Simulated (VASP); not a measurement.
Crystal: GaSb.

```
CELL_PARAMETERS angstrom
0.00000 3.05900 3.05900
3.05900 0.00000 3.05900
3.05900 3.05900 0.00000
ATOMIC_POSITIONS crystal
Sb 0.75000 0.75000 0.75000
Ga 0.00000 0.00000 0.00000
```

- Program: VASP 6.6.1
- Task: relaxation of cell and atoms
- Functional: PBEsol
- Dispersion: D3(BJ)
- Potentials or basis: VASP PAW PBE potentials, release 64 (Sb, Ga_d)
- Cutoff: 600 eV
- k mesh: 8 × 8 × 8
- Occupations: fermi-dirac, width 0.05 eV
- Spin: no spin polarisation

At the start: pressure -1.9 GPa; volume 28.62 Å³/atom.

Problem. Where does the relaxation end?

Solution. Over 3 steps the energy falls by 6.1 meV/atom and the volume is 27.60 Å³/atom (-3.6 %); space group F-43m (No. 216, to 0.05 Å).

Step by step:
| step | energy change (eV) | largest force (eV/Å) | pressure (GPa) | volume (Å³) |
| --- | --- | --- | --- | --- |
| 1 | 0.0000 | 0.0000 | -1.86 | 57.25 |
| 2 | -0.0108 | 0.0000 | 0.68 | 54.53 |
| 3 | -0.0123 | 0.0000 | 0.01 | 55.20 |

Final structure:
```xyz
2
Lattice="0.0000 3.0221 3.0221 3.0221 0.0000 3.0221 3.0221 3.0221 0.0000" Properties=species:S:1:pos:R:3 pbc="T T T"
Sb    4.5331    4.5331    4.5331
Ga    0.0000    0.0000    0.0000
```

Caveat: the PAW data sets were made with another functional, which shifts forces and pressure a little.
